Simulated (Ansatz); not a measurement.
# Copper, fcc under PBE: how the Gaussian smearing moves the result

Aim: find which Gaussian smearing width is enough for energy and pressure. The geometry was relaxed under PBE beforehand and stays fixed; 7 values are run, from 0.01 to 1.0 eV. Wanted are the values from which on the energy stays within 10 and 1 meV/atom, and the pressure within 0.5 GPa, of the narrowest run. Within the series other settings stay, but some runs also write fields, which adds to their time. Spin polarisation is left out.

Program: Ansatz 0.2.0. Level of theory: DFT PBE, plane waves with PAW, scalar-relativistic. These are calculated values, not measurements.

### Step 1. The system as given

Symmetry: Fm-3m, No. 225, cubic system. Conventional cell: a = 3.629 Å, b = 3.629 Å, c = 3.629 Å, α = 90.00°, β = 90.00°, γ = 90.00°. Around Cu (site symmetry m-3m) lie 12 Cu at 2.57 Å.

Coordinates:

```xyz
1
Lattice="0.0000 1.8146 1.8146 1.8146 0.0000 1.8146 1.8146 1.8146 0.0000" Properties=species:S:1:pos:R:3 pbc="T T T"
Cu    0.0000    0.0000    0.0000
```

### Step 2. With a width of 0.01 eV

The run at 0.01 eV.

Contents of input.yaml:

```yaml
crystal:
  lattice:
    - [0.0, 1.8145751207, 1.8145751207]
    - [1.8145751207, 0.0, 1.8145751207]
    - [1.8145751207, 1.8145751207, 0.0]
  atoms:
    - { symbol: Cu, position: [0.0, 0.0, 0.0] }
hamiltonian:
  xc: pbe
  pseudopotentials:
    kind: paw
    azcp:
      Cu: "pseudopotentials/Cu.paw.azcp"
basis:
  ecutwfc: 420
  fft_grid_basis: typed
kpoints:
  mp_grid: { grid: [15, 15, 15], shift: [0, 0, 0] }
magnetization:
  spin_polarized: false
scf:
  occupations: { method: gaussian, width: 0.01 }
  lower_state_search: "off"
output:
  stress: true
```

Launch:

```console
$ ansatz run input.yaml --threads 1 --pin off --max-ram 3584MiB --backend cpu --events-out ev --progress --plain --runs-dir out
```

The program printed, cut to the lines that bear on the results:

```text
[...]
Pseudopotentials: kind: paw
Pseudopotential: Cu, paw, valence charge 19, recommended cutoff 420 eV (normal), <dir>
Functional definition: PBE
[...]
Crystal: 1 atoms, lattice volume = 11.950 Å³
Basis set: ecut = 420 eV, 259 PW (Γ)
Bands: 14, of which v1, the nominal top of the filled ones, is band 10 counted from 1 (9 counted from 0)
Symmetry: 48 space group operations
Space group: Fm-3m (ITA 225), of the structure as read, at distance tolerance 2.3e-5 Å
k-points: 120 of 3375
[...]
SCF iter   1: F=—  HF=-6625.172672 eV  |F-HF|=—  |Δ(HF+E_count)|=         —  Δρ=1.14e-3  dr2=6.64e-5  ethr=1.77e-3  ⟨swp⟩=5.0  Hψ=8643  notcnv=0
[...]
SCF iter   6: F=-6625.172799 eV  HF=-6625.172799 eV  |F-HF|=1.73e-11  |Δ(HF+E_count)|=   6.67e-9  Δρ=7.84e-7  dr2=2.29e-11  ethr=1.12e-11  ⟨swp⟩=1.4  Hψ=5095  notcnv=0
[...]
SCF converged after 6 iterations
Free energy (F): -6625.172799 eV
[...]
E sigma→0 (E₀):  -6625.172759 eV
Entropy (-TS):   -0.000080 eV (-0.080 meV/atom)
Fermi energy:    16.629430 eV
[...]
--- Stress (GPa, compression-positive) ---
       -0.168502       0.000000      -0.000000
        0.000000      -0.168502       0.000000
       -0.000000      -0.000000      -0.168502
  P = ⅓ Tr σ = -0.1685 GPa (-1.685 kbar)
```

It took 1.9 s on 1 thread of Intel Xeon Platinum 8259CL at 2.50GHz (Skylake/Cascade Lake), shared host; peak memory 0.46 GiB.

### Step 3. With a width of 0.03 eV

The run at 0.03 eV.

input.yaml: that of step 2 with these lines changed.

```diff
@@ -21,3 +21,3 @@
 scf:
-  occupations: { method: gaussian, width: 0.01 }
+  occupations: { method: gaussian, width: 0.03 }
   lower_state_search: "off"
```

Launch:

```console
$ ansatz run input.yaml --threads 1 --pin off --max-ram 3584MiB --backend cpu --events-out ev --progress --plain --runs-dir out
```

The program printed, cut to the lines that bear on the results:

```text
[...]
Pseudopotentials: kind: paw
Pseudopotential: Cu, paw, valence charge 19, recommended cutoff 420 eV (normal), <dir>
Functional definition: PBE
[...]
Crystal: 1 atoms, lattice volume = 11.950 Å³
Basis set: ecut = 420 eV, 259 PW (Γ)
Bands: 14, of which v1, the nominal top of the filled ones, is band 10 counted from 1 (9 counted from 0)
Symmetry: 48 space group operations
Space group: Fm-3m (ITA 225), of the structure as read, at distance tolerance 2.3e-5 Å
k-points: 120 of 3375
[...]
SCF iter   1: F=—  HF=-6625.172840 eV  |F-HF|=—  |Δ(HF+E_count)|=         —  Δρ=1.16e-3  dr2=6.91e-5  ethr=1.77e-3  ⟨swp⟩=5.3  Hψ=8551  notcnv=0
[...]
SCF iter   6: F=-6625.172966 eV  HF=-6625.172966 eV  |F-HF|=2.27e-11  |Δ(HF+E_count)|=   6.39e-9  Δρ=7.59e-7  dr2=2.19e-11  ethr=1.08e-11  ⟨swp⟩=1.4  Hψ=5104  notcnv=0
[...]
SCF converged after 6 iterations
Free energy (F): -6625.172966 eV
[...]
E sigma→0 (E₀):  -6625.172830 eV
Entropy (-TS):   -0.000272 eV (-0.272 meV/atom)
Fermi energy:    16.629583 eV
[...]
--- Stress (GPa, compression-positive) ---
       -0.172836       0.000000       0.000000
        0.000000      -0.172836       0.000000
        0.000000      -0.000000      -0.172836
  P = ⅓ Tr σ = -0.1728 GPa (-1.728 kbar)
```

It took 2.4 s on 1 thread of Intel Xeon Platinum 8259CL at 2.50GHz (Skylake/Cascade Lake), shared host; peak memory 0.46 GiB.

### Step 4. With a width of 0.1 eV

The run at 0.1 eV.

input.yaml: that of step 3 with these lines changed.

```diff
@@ -21,3 +21,3 @@
 scf:
-  occupations: { method: gaussian, width: 0.03 }
+  occupations: { method: gaussian, width: 0.1 }
   lower_state_search: "off"
```

Launch:

```console
$ ansatz run input.yaml --threads 1 --pin off --max-ram 3584MiB --backend cpu --events-out ev --progress --plain --runs-dir out
```

The program printed, cut to the lines that bear on the results:

```text
[...]
Pseudopotentials: kind: paw
Pseudopotential: Cu, paw, valence charge 19, recommended cutoff 420 eV (normal), <dir>
Functional definition: PBE
[...]
Crystal: 1 atoms, lattice volume = 11.950 Å³
Basis set: ecut = 420 eV, 259 PW (Γ)
Bands: 14, of which v1, the nominal top of the filled ones, is band 10 counted from 1 (9 counted from 0)
Symmetry: 48 space group operations
Space group: Fm-3m (ITA 225), of the structure as read, at distance tolerance 2.3e-5 Å
k-points: 120 of 3375
[...]
SCF iter   1: F=—  HF=-6625.173790 eV  |F-HF|=—  |Δ(HF+E_count)|=         —  Δρ=1.06e-3  dr2=5.27e-5  ethr=1.77e-3  ⟨swp⟩=5.2  Hψ=8336  notcnv=0
[...]
SCF iter   6: F=-6625.173920 eV  HF=-6625.173920 eV  |F-HF|=1.37e-10  |Δ(HF+E_count)|=   1.45e-8  Δρ=1.23e-6  dr2=3.97e-11  ethr=2.20e-11  ⟨swp⟩=2.1  Hψ=5049  notcnv=0
[...]
SCF converged after 6 iterations
Free energy (F): -6625.173920 eV
[...]
E sigma→0 (E₀):  -6625.172938 eV
Entropy (-TS):   -0.001964 eV (-1.964 meV/atom)
Fermi energy:    16.628004 eV
[...]
--- Stress (GPa, compression-positive) ---
       -0.124080       0.000000      -0.000000
        0.000000      -0.124080      -0.000000
       -0.000000      -0.000000      -0.124080
  P = ⅓ Tr σ = -0.1241 GPa (-1.241 kbar)
```

It took 2.2 s on 1 thread of Intel Xeon Platinum 8259CL at 2.50GHz (Skylake/Cascade Lake), shared host; peak memory 0.47 GiB.

### Step 5. With a width of 0.2 eV

The run at 0.2 eV.

input.yaml: that of step 4 with these lines changed.

```diff
@@ -21,3 +21,3 @@
 scf:
-  occupations: { method: gaussian, width: 0.1 }
+  occupations: { method: gaussian, width: 0.2 }
   lower_state_search: "off"
@@ -25 +25,5 @@
   stress: true
+  write_density: true
+  write_potential: true
+  elf: true
+  volumetric_format: npy
```

Launch:

```console
$ ansatz run input.yaml --threads 1 --pin off --max-ram 3584MiB --backend cpu --events-out ev --progress --plain --runs-dir out
```

The program printed, cut to the lines that bear on the results:

```text
[...]
Pseudopotentials: kind: paw
Pseudopotential: Cu, paw, valence charge 19, recommended cutoff 420 eV (normal), <dir>
Functional definition: PBE
[...]
Crystal: 1 atoms, lattice volume = 11.950 Å³
Basis set: ecut = 420 eV, 259 PW (Γ)
Bands: 14, of which v1, the nominal top of the filled ones, is band 10 counted from 1 (9 counted from 0)
Symmetry: 48 space group operations
Space group: Fm-3m (ITA 225), of the structure as read, at distance tolerance 2.3e-5 Å
k-points: 120 of 3375
[...]
SCF iter   1: F=—  HF=-6625.176561 eV  |F-HF|=—  |Δ(HF+E_count)|=         —  Δρ=8.44e-4  dr2=2.53e-5  ethr=1.77e-3  ⟨swp⟩=4.8  Hψ=8100  notcnv=0
[...]
SCF iter   6: F=-6625.176696 eV  HF=-6625.176696 eV  |F-HF|=1.00e-11  |Δ(HF+E_count)|=  2.27e-11  Δρ=1.39e-7  dr2=1.10e-12  ethr=1.00e-12  ⟨swp⟩=4.7  Hψ=8421  notcnv=0
[...]
SCF converged after 6 iterations
Free energy (F): -6625.176696 eV
[...]
E sigma→0 (E₀):  -6625.173251 eV
Entropy (-TS):   -0.006891 eV (-6.891 meV/atom)
Fermi energy:    16.605015 eV
[...]
--- Stress (GPa, compression-positive) ---
       -0.029449       0.000000       0.000000
        0.000000      -0.029449       0.000000
       -0.000000      -0.000000      -0.029449
  P = ⅓ Tr σ = -0.0294 GPa (-0.294 kbar)
--- Band table (eV; the first three rows and the last of 120) ---
  k-point 0: bands = ["-96.0390", "-53.3534", "-53.3534", "-53.3534", "7.1956", "13.5438", "13.5438", "13.5438", "14.3615", "14.3615", "39.0285", "41.4384", "41.4384", "41.4384"]
[...]
```

Wall time 2 s (1 thread of Intel Xeon Platinum 8259CL at 2.50GHz (Skylake/Cascade Lake), shared host); peak memory 0.47 GiB.

### Step 6. With a width of 0.3 eV

The run at 0.3 eV.

input.yaml: that of step 5 with these lines changed.

```diff
@@ -21,3 +21,3 @@
 scf:
-  occupations: { method: gaussian, width: 0.2 }
+  occupations: { method: gaussian, width: 0.3 }
   lower_state_search: "off"
```

Launch:

```console
$ ansatz run input.yaml --threads 1 --pin off --max-ram 3584MiB --backend cpu --events-out ev --progress --plain --runs-dir out
```

The program printed, cut to the lines that bear on the results:

```text
[...]
Pseudopotentials: kind: paw
Pseudopotential: Cu, paw, valence charge 19, recommended cutoff 420 eV (normal), <dir>
Functional definition: PBE
[...]
Crystal: 1 atoms, lattice volume = 11.950 Å³
Basis set: ecut = 420 eV, 259 PW (Γ)
Bands: 14, of which v1, the nominal top of the filled ones, is band 10 counted from 1 (9 counted from 0)
Symmetry: 48 space group operations
Space group: Fm-3m (ITA 225), of the structure as read, at distance tolerance 2.3e-5 Å
k-points: 120 of 3375
[...]
SCF iter   1: F=—  HF=-6625.180597 eV  |F-HF|=—  |Δ(HF+E_count)|=         —  Δρ=7.77e-4  dr2=1.82e-5  ethr=1.77e-3  ⟨swp⟩=4.1  Hψ=7859  notcnv=0
[...]
SCF iter   6: F=-6625.180734 eV  HF=-6625.180734 eV  |F-HF|=6.37e-12  |Δ(HF+E_count)|=  3.00e-11  Δρ=1.13e-7  dr2=5.62e-13  ethr=1.00e-12  ⟨swp⟩=4.7  Hψ=8358  notcnv=0
[...]
SCF converged after 6 iterations
Free energy (F): -6625.180734 eV
[...]
E sigma→0 (E₀):  -6625.173733 eV
Entropy (-TS):   -0.014004 eV (-14.004 meV/atom)
Fermi energy:    16.580709 eV
[...]
--- Stress (GPa, compression-positive) ---
        0.039519       0.000000      -0.000000
        0.000000       0.039519       0.000000
        0.000000       0.000000       0.039519
  P = ⅓ Tr σ = 0.0395 GPa (0.395 kbar)
--- Band table (eV; the first three rows and the last of 120) ---
  k-point 0: bands = ["-96.0378", "-53.3522", "-53.3522", "-53.3522", "7.1956", "13.5447", "13.5447", "13.5447", "14.3625", "14.3625", "39.0286", "41.4385", "41.4385", "41.4385"]
[...]
```

It took 2.2 s on 1 thread of Intel Xeon Platinum 8259CL at 2.50GHz (Skylake/Cascade Lake), shared host; peak memory 0.47 GiB.

### Step 7. With a width of 0.6 eV

The run at 0.6 eV.

input.yaml: that of step 6 with these lines changed.

```diff
@@ -21,3 +21,3 @@
 scf:
-  occupations: { method: gaussian, width: 0.3 }
+  occupations: { method: gaussian, width: 0.6 }
   lower_state_search: "off"
@@ -25,5 +25 @@
   stress: true
-  write_density: true
-  write_potential: true
-  elf: true
-  volumetric_format: npy
```

Launch:

```console
$ ansatz run input.yaml --threads 1 --pin off --max-ram 3584MiB --backend cpu --events-out ev --progress --plain --runs-dir out
```

The program printed, cut to the lines that bear on the results:

```text
[...]
Pseudopotentials: kind: paw
Pseudopotential: Cu, paw, valence charge 19, recommended cutoff 420 eV (normal), <dir>
Functional definition: PBE
[...]
Crystal: 1 atoms, lattice volume = 11.950 Å³
Basis set: ecut = 420 eV, 259 PW (Γ)
Bands: 14, of which v1, the nominal top of the filled ones, is band 10 counted from 1 (9 counted from 0)
Symmetry: 48 space group operations
Space group: Fm-3m (ITA 225), of the structure as read, at distance tolerance 2.3e-5 Å
k-points: 120 of 3375
[...]
SCF iter   1: F=—  HF=-6625.201510 eV  |F-HF|=—  |Δ(HF+E_count)|=         —  Δρ=1.28e-3  dr2=8.92e-5  ethr=1.77e-3  ⟨swp⟩=4.1  Hψ=7629  notcnv=0
[...]
SCF iter   6: F=-6625.201633 eV  HF=-6625.201633 eV  |F-HF|=1.14e-10  |Δ(HF+E_count)|=   1.19e-8  Δρ=1.06e-6  dr2=2.58e-11  ethr=2.02e-11  ⟨swp⟩=2.1  Hψ=4981  notcnv=0
[...]
SCF converged after 6 iterations
Free energy (F): -6625.201633 eV
[...]
E sigma→0 (E₀):  -6625.173506 eV
Entropy (-TS):   -0.056254 eV (-56.254 meV/atom)
Fermi energy:    16.550265 eV
[...]
--- Stress (GPa, compression-positive) ---
        0.264907       0.000000       0.000000
        0.000000       0.264907      -0.000000
        0.000000      -0.000000       0.264907
  P = ⅓ Tr σ = 0.2649 GPa (2.649 kbar)
```

Wall time 1.6 s (1 thread of Intel Xeon Platinum 8259CL at 2.50GHz (Skylake/Cascade Lake), shared host); peak memory 0.46 GiB.

### Step 8. With a width of 1.0 eV

The run at 1.0 eV.

input.yaml: that of step 7 with these lines changed.

```diff
@@ -21,3 +21,3 @@
 scf:
-  occupations: { method: gaussian, width: 0.6 }
+  occupations: { method: gaussian, width: 1.0 }
   lower_state_search: "off"
```

Launch:

```console
$ ansatz run input.yaml --threads 1 --pin off --max-ram 3584MiB --backend cpu --events-out ev --progress --plain --runs-dir out
```

The program printed, cut to the lines that bear on the results:

```text
band count auto-derived: 15 (N_el = 19.0; filled up to band 10; 14 by the electrons, moments and atoms)
[...]
Pseudopotentials: kind: paw
Pseudopotential: Cu, paw, valence charge 19, recommended cutoff 420 eV (normal), <dir>
Functional definition: PBE
[...]
Crystal: 1 atoms, lattice volume = 11.950 Å³
Basis set: ecut = 420 eV, 259 PW (Γ)
Bands: 15, of which v1, the nominal top of the filled ones, is band 10 counted from 1 (9 counted from 0)
Symmetry: 48 space group operations
Space group: Fm-3m (ITA 225), of the structure as read, at distance tolerance 2.3e-5 Å
k-points: 120 of 3375
[...]
SCF iter   1: F=—  HF=-6625.254764 eV  |F-HF|=—  |Δ(HF+E_count)|=         —  Δρ=5.32e-3  dr2=2.00e-3  ethr=1.77e-3  ⟨swp⟩=4.6  Hψ=7954  notcnv=0
[...]
SCF iter   6: F=-6625.254532 eV  HF=-6625.254532 eV  |F-HF|=1.82e-12  |Δ(HF+E_count)|=  2.09e-10  Δρ=1.75e-7  dr2=2.21e-12  ethr=1.00e-12  ⟨swp⟩=1.3  Hψ=5189  notcnv=0
[...]
SCF converged after 6 iterations
Free energy (F): -6625.254532 eV
[...]
E sigma→0 (E₀):  -6625.165078 eV
Entropy (-TS):   -0.178907 eV (-178.907 meV/atom)
Fermi energy:    16.590330 eV
[...]
--- Stress (GPa, compression-positive) ---
        0.859301       0.000000       0.000000
        0.000000       0.859301      -0.000000
        0.000000      -0.000000       0.859301
  P = ⅓ Tr σ = 0.8593 GPa (8.593 kbar)
```

Wall time 2 s (1 thread of Intel Xeon Platinum 8259CL at 2.50GHz (Skylake/Cascade Lake), shared host); peak memory 0.47 GiB.

### Step 9. Convergence table

Differences are taken from the run at 0.01 eV.

```tsv
smearing (eV)	F (meV/atom)	E(σ → 0) (meV/atom)	P (GPa)	SCF cycles	CPU time
0.01	0.00	0.00	-0.17	6	1.9 s
0.03	-0.17	-0.07	-0.17	6	2.4 s
0.1	-1.12	-0.18	-0.12	6	2.2 s
0.2	-3.90	-0.49	-0.03	6	2 s
0.3	-7.94	-0.97	0.04	6	2.2 s
0.6	-28.83	-0.75	0.26	6	1.6 s
1.0	-81.73	7.68	0.86	6	2 s
```

### Step 10. Outcome

| quantity | value |
| --- | --- |
| E(σ → 0) stays within 10 meV/atom of 0.01 eV | up to 1.0 eV |
| E(σ → 0) stays within 1 meV/atom | up to 0.6 eV |
| pressure stays within 0.5 GPa | up to 0.6 eV |
| pressure at 0.01 eV | -0.17 GPa |
| energy of a separate run on a finer mesh (24×24×24) | -2.3 meV/atom from 0.01 eV |

In words: At 1.0 eV the energy differs by +7.7 meV/atom and the pressure by +1.0 GPa. The free energy F moves by -81.7 meV/atom over the range, and the estimate for σ → 0 by +7.7. In theory F falls as the square of the width under this scheme, but here the ratio is not steady: the mesh at narrow widths, or a density of states that varies over the wide ones, can both cause that. The mesh (15×15×15) is fixed, so the narrowest widths carry a k-point error of their own. The yardstick itself is unsettled by 2.3 meV/atom against the finer mesh, so the thresholds above hold only within this series, and wider smearing, which averages over more states, can land nearer the fine-mesh value than the narrowest does.
